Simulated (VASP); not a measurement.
Calculation: PBE GGA with D3 dispersion (Becke-Johnson damping), VASP's PBE PAW potentials (set 64) (plane waves; VASP).

Input for VASP

POSCAR:
```
CsCl
1
    4.1310913156     0.0000000000    -0.0000000000
   -0.0000000000     4.1310913156     0.0000000000
   -0.0000000000    -0.0000000000     4.1310913156
Cs Cl
1 1
Direct
  0.0000000000   0.0000000000   0.0000000000
  0.5000000000   0.5000000000   0.5000000000
```

**INCAR**
```
SYSTEM  =  CsCl
PREC  =  Accurate; ENCUT  =  520; LREAL  =  .FALSE.
LASPH  =  .TRUE.
EDIFF  =  1E-7; NELM  =  100; ALGO  =  Normal
LMAXMIX  =  4
ISMEAR  =  -5
GGA  =  PE; IVDW  =  12
ISIF  =  2
LWAVE  =  .FALSE.; LCHARG  =  .TRUE.; LORBIT  =  11
NEDOS  =  601
```

**KPOINTS**
```
Automatic mesh
0
Gamma
7 7 7
0 0 0
```

POTCAR, in this order: Cs_sv Cl (PBE.64 set). Program: vasp_std.

Output

### OUTCAR
```
 ion  position               nearest neighbor table
   1  0.000  0.000  0.000-
   2  0.500  0.500  0.500-
  LATTYP: Found a simple cubic cell.
 ALAT       =     4.1310913156
 Subroutine PRICEL returns:
 Original cell was already a primitive cell.
 Subroutine GETGRP returns: Found 48 space group operations
The static configuration has the point symmetry O_h .
The dynamic configuration has the point symmetry O_h .
 Subroutine INISYM returns: Found 48 space group operations
 Subroutine IBZKPT returns following result:
 Found     20 irreducible k-points:

 Following reciprocal coordinates:
            Coordinates               Weight
  0.000000  0.000000  0.000000      1.000000
  0.142857  0.000000  0.000000      6.000000
  0.285714  0.000000  0.000000      6.000000
  0.428571  0.000000  0.000000      6.000000
  0.142857  0.142857  0.000000     12.000000
  0.285714  0.142857  0.000000     24.000000
  0.428571  0.142857  0.000000     24.000000
  0.285714  0.285714  0.000000     12.000000
  0.428571  0.285714  0.000000     24.000000
  0.428571  0.428571  0.000000     12.000000
  0.142857  0.142857  0.142857      8.000000
  0.285714  0.142857  0.142857     24.000000
  0.428571  0.142857  0.142857     24.000000
  0.285714  0.285714  0.142857     24.000000
  0.428571  0.285714  0.142857     48.000000
  0.428571  0.428571  0.142857     24.000000
  0.285714  0.285714  0.285714      8.000000
  0.428571  0.285714  0.285714     24.000000
  0.428571  0.428571  0.285714     24.000000
  0.428571  0.428571  0.428571      8.000000
   k-points           NKPTS =     20   k-points in BZ     NKDIM =     20   number of bands    NBANDS=     12
   number of dos      NEDOS =    601   number of ions     NIONS =      2
   total plane-waves  NPLWV =  32768
   dimension x,y,z NGX =    32 NGY =   32 NGZ =   32
   dimension x,y,z NGXF=    64 NGYF=   64 NGZF=   64
   ions per type =               1   1
   PREC   = accura    normal or accurate (medium, high low for compatibility)
   ISTART =      0    job   : 0-new  1-cont  2-samecut
   ICHARG =      2    charge: 1-file 2-atom 10-const
   ISPIN  =      1    spin polarized calculation?
   LNONCOLLINEAR =      F non collinear calculations
   LSORBIT =      F    spin-orbit coupling
   INIWAV =      1    electr: 0-lowe 1-rand  2-diag
   ENCUT  =  520.0 eV  38.22 Ry    6.18 a.u.   7.68  7.68  7.68*2*pi/ulx,y,z
   NELM   =    100;   NELMIN=  2; NELMDL= -5     # of ELM steps
   EDIFF  = 0.1E-06   stopping-criterion for ELM
   LREAL  =      F    real-space projection
   NLSPLINE    = F    spline interpolate recip. space projectors
   LMAXMIX     =    4 max onsite mixed and CHGCAR
   VOSKOWN=      0    Vosko Wilk Nusair interpolation
   EDIFFG = 0.1E-05   stopping-criterion for IOM
   NSW    =      0    number of steps for IOM
   NBLOCK =      1;   KBLOCK =      1    inner block; outer block
   IBRION =     -1    ionic relax: 0-MD 1-quasi-New 2-CG
   NFREE  =      0    steps in history (QN), initial steepest desc. (CG)
   ISIF   =      2    stress and relaxation
   ISYM   =      2    0-nonsym 1-usesym 2-fastsym
   TEIN   =    0.0    initial temperature
   TEBEG  =    0.0;   TEEND  =   0.0 temperature during run
   SMASS  =  -3.00    Nose mass-parameter (am)
   PSTRESS=    0.0 pullay stress
   NELECT =      16.0000    total number of electrons
   EFERMI =   0.00;   METHOD = LEGACY
   ISMEAR =    -5;   SIGMA  =   0.20  broadening in eV -4-tet -1-fermi 0-gaus
   IALGO  =     38    algorithm
   LDIAG  =      T    sub-space diagonalisation (order eigenvalues)
   IMIX   =      4    mixing-type and parameters
     AMIX     =   0.40;   BMIX     =  1.00
     AMIX_MAG =   1.60;   BMIX_MAG =  1.00
...
```

File OSZICAR:
```
       N       E                     dE             d eps       ncg     rms          rms(c)
DAV:   1     0.978131285700E+02    0.97813E+02   -0.68920E+03   480   0.114E+03
DAV:   2    -0.257898084677E-01   -0.97839E+02   -0.92594E+02   732   0.186E+02
DAV:   3    -0.687661596419E+01   -0.68508E+01   -0.68292E+01   608   0.577E+01
DAV:   4    -0.694558492885E+01   -0.68969E-01   -0.68945E-01   572   0.698E+00
DAV:   5    -0.694654967526E+01   -0.96475E-03   -0.96451E-03   608   0.849E-01    0.233E+00
DAV:   6    -0.657322191080E+01    0.37333E+00   -0.64682E-01   552   0.460E+00    0.180E+00
DAV:   7    -0.652823631728E+01    0.44986E-01   -0.20735E-01   632   0.257E+00    0.105E+00
DAV:   8    -0.652910445379E+01   -0.86814E-03   -0.16006E-02   576   0.946E-01    0.138E-01
DAV:   9    -0.652951059124E+01   -0.40614E-03   -0.34305E-03   600   0.383E-01    0.118E-01
DAV:  10    -0.652964139209E+01   -0.13080E-03   -0.28255E-04   588   0.141E-01    0.194E-02
DAV:  11    -0.652965814675E+01   -0.16755E-04   -0.37952E-05   616   0.451E-02    0.609E-03
DAV:  12    -0.652965788359E+01    0.26316E-06   -0.99728E-06   604   0.201E-02    0.335E-03
DAV:  13    -0.652965768644E+01    0.19715E-06   -0.41133E-07   588   0.484E-03    0.123E-03
DAV:  14    -0.652965773316E+01   -0.46722E-07   -0.24782E-07   556   0.288E-03
   1 F= -.69424240E+01 E0= -.69424240E+01  d E =0.000000E+00
```

### OUTCAR
```
------------------------ aborting loop because EDIFF is reached ----------------------------------------
 Edisp (eV)   -0.41277
  FORCE on cell =-STRESS in cart. coord.  units (eV):
  Direction    XX          YY          ZZ          XY          YZ          ZX
  --------------------------------------------------------------------------------------
  Total       0.01568     0.01568     0.01568    -0.00000     0.00000    -0.00000
  in kB       0.35638     0.35638     0.35638    -0.00000     0.00000    -0.00000
  external pressure =        0.36 kB  Pullay stress =        0.00 kB
  volume of cell :       70.50
      direct lattice vectors                 reciprocal lattice vectors
     4.131091316  0.000000000  0.000000000     0.242066787  0.000000000  0.000000000
     0.000000000  4.131091316  0.000000000     0.000000000  0.242066787  0.000000000
     0.000000000  0.000000000  4.131091316     0.000000000  0.000000000  0.242066787
 POSITION                                       TOTAL-FORCE (eV/Angst)
 -----------------------------------------------------------------------------------
      0.00000      0.00000      0.00000         0.000000      0.000000      0.000000
      2.06555      2.06555      2.06555         0.000000      0.000000      0.000000
 -----------------------------------------------------------------------------------
    total drift:                                0.000000      0.000000     -0.000000
  FREE ENERGIE OF THE ION-ELECTRON SYSTEM (eV)
  ---------------------------------------------------
  free  energy   TOTEN  =        -6.9424240303 eV

  energy  without entropy=       -6.9424240303  energy(sigma->0) =       -6.94242403

 total charge

# of ion       s       p       d       tot
------------------------------------------
    1        1.835   4.711   0.030   6.575
    2        1.591   3.552   0.000   5.142
--------------------------------------------------
tot          3.425   8.262   0.030  11.718
```
(Selected blocks of OUTCAR.)

The compound is CsCl in the CsCl type structure. It was relaxed first.
